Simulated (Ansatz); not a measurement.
This log comes from Ansatz, run on a 2-atom cell of AlP started from a crystallographic database. Cell and atoms come from a relaxation with r2SCAN.

Structure:
```
Al P
1.0
     0.00000    2.73926    2.73926
     2.73926    0.00000    2.73926
     2.73926    2.73926    0.00000
Al P
1 1
Direct
  0.00000 0.00000 0.00000
  0.25000 0.25000 0.25000
```

The output, standing remarks left out:
```
Pseudopotential: Al, paw, valence charge 3, recommended cutoff 420 eV (normal)
Pseudopotential: P, paw, valence charge 5, recommended cutoff 420 eV (normal)
Functional definition: PBE
Crystal: 2 atoms, lattice volume = 41.108 Å³
Basis set: ecut = 420 eV, 821 PW (Γ)
Bands: 8, of which v1, the nominal top of the filled ones, is band 4 counted from 1 (3 counted from 0)
Symmetry: 24 space group operations
Space group: F-43m (ITA 216)
k-points: 16 of 216 (time reversal used)
preconditioner: auto → none  [insulator: Δε(μ)=1.586 eV  ℏωp=16.4 eV]
SCF converged after 6 iterations
Free energy (F): -1294.433000 eV
Fermi energy:    4.951894 eV
--- Per-component energies (eV) ---
  E_band       = 4.290453
  E_kinetic    = 93.661572
  E_local      = -83.010132
  E_nonlocal   = 44.567101
  E_hartree    = 25.202471
  E_xc         = -101.480134
  E_vxc        = -89.983487
  E_paw        = -1036.893929
  E_vpaw       = -11.349069
  E_ewald      = -236.479950
--- G₀W₀: contour deformation, 7 samples at zero and on the imaginary axis and 2 off it, 216 q-points, 225 empty bands' worth ---
    ik  band        ε_KS         Σx   Σc(E_QP)       V_xc       Z   E_QP_lin       E_QP  E_QP is
     0     3      4.9519   -15.8130     1.2665   -13.7998  0.7605     4.1993     4.2053  root
     0     4      4.9519   -15.8130     1.2665   -13.7998  0.7605     4.1993     4.2053  root
     0     5      8.1721    -8.6198    -4.2582   -13.1086  0.7757     8.4033     8.4027  root
     0     6      9.4982    -6.3478    -4.4517   -11.0811  0.7668     9.7809     9.7798  root
     1     3      4.7124   -15.7435     1.3397   -13.6530  0.7590     3.9553     3.9615  root
     1     4      4.7124   -15.7435     1.3397   -13.6530  0.7590     3.9553     3.9615  root
     1     5      8.5321    -7.5292    -4.2552   -12.0301  0.7745     8.7785     8.7778  root
     1     6      9.9274    -6.3097    -4.6005   -11.1901  0.7610    10.2085    10.2072  root
     2     3      4.3446   -15.7804     1.4951   -13.5191  0.7561     3.5714     3.5785  root
     2     4      4.3446   -15.7804     1.4951   -13.5191  0.7561     3.5714     3.5785  root
     2     5      7.9681    -7.3811    -4.0738   -11.6782  0.7793     8.1919     8.1914  root
     2     6      9.9851    -5.7024    -4.5990   -10.5527  0.7633    10.2375    10.2365  root
     3     3      4.1961   -15.8298     1.5646   -13.4912  0.7548     3.4147     3.4221  root
     3     4      4.1961   -15.8298     1.5646   -13.4912  0.7548     3.4147     3.4221  root
     3     5      7.7301    -7.4483    -4.0059   -11.6696  0.7807     7.9460     7.9455  root
     3     6      9.7621    -5.4715    -4.5187   -10.2266  0.7673     9.9993     9.9984  root
     4     3      4.2163   -15.5130     1.5041   -13.2443  0.7558     3.4445     3.4517  root
     4     4      4.2163   -15.5130     1.5041   -13.2443  0.7558     3.4445     3.4517  root
     4     5      8.5367    -6.2116    -4.1661   -10.5907  0.7765     8.7502     8.7496  root
     4     6      9.5780    -7.8359    -4.5166   -12.5755  0.7633     9.8017     9.8009  root
     6     3      2.9718   -15.3338     1.9318   -12.6272  0.7436     2.1870     2.1970  root
     6     4      3.7669   -15.6404     1.7097   -13.1451  0.7515     2.9730     2.9814  root
     6     5      8.2600    -6.2684    -4.1085   -10.5477  0.7790     8.4311     8.4308  root
     6     6     10.0068    -6.5441    -4.5567   -11.2996  0.7615    10.2062    10.2056  root
     8     3      3.3482   -15.1347     1.7787   -12.5823  0.7486     2.5655     2.5745  root
     8     4      4.6475   -15.8479     1.3720   -13.7221  0.7583     3.8874     3.8938  root
     8     5      9.2510    -7.3354    -4.4895   -12.1251  0.7662     9.5525     9.5512  root
     8     6      9.9687    -6.6053    -4.4497   -11.2082  0.7641    10.1223    10.1219  root
     9     3      3.2442   -15.5387     1.9276   -12.8073  0.7459     2.4303     2.4405  root
     9     4      3.2442   -15.5387     1.9276   -12.8073  0.7459     2.4303     2.4405  root
     9     5      7.1805    -5.7252    -3.8204    -9.6411  0.7863     7.2761     7.2760  root
     9     6      8.1396    -5.7777    -4.0584    -9.9955  0.7825     8.2993     8.2991  root
    12     3      2.8729   -15.5971     2.0946   -12.6860  0.7413     2.0448     2.0564  root
    12     4      2.8729   -15.5971     2.0946   -12.6860  0.7413     2.0448     2.0564  root
    12     5      6.5506    -5.3105    -3.6864    -9.0291  0.7903     6.5828     6.5828  root
    12     6      7.4225    -6.1498    -3.8455   -10.1581  0.7859     7.5856     7.5853  root
```

The points are ik 0 = (0, 0, 0) (Γ), ik 1 = (0, 0, 1/6), ik 2 = (0, 0, 1/3), ik 3 = (0, 0, -1/2), ik 4 = (0, 1/6, 1/6), ik 6 = (0, 1/6, -1/2), ik 8 = (0, 1/6, -1/6), ik 9 = (0, 1/3, 1/3), ik 12 = (0, -1/2, -1/2); band 4 is the last filled one.

Q: What input produced it? Give the YAML.

A:
```yaml
crystal:
  # lattice and atoms as above
kpoints:
  mp_grid: { grid: [6, 6, 6] }
hamiltonian:
  xc: pbe
scf:
  occupations: { method: fixed }
gw:
  n_empty_bands: 225
  ecut_chi: 180
  qp_bands: [v2, c2]
  qp_kpoints: band_edges
  screening: { model: contour_deformation }
```
The quasiparticle table needs the gw block. Not every key shows in the log; this is the file that was used.

Wall time 9.6 s on 1 × NVIDIA H100 80GB HBM3 with 2 threads of AMD EPYC 7R13 Processor (Zen 3), on a shared host, load about 1.1 per core; peak host memory 1.4 GiB.

(Simulation; spin polarisation is off.)
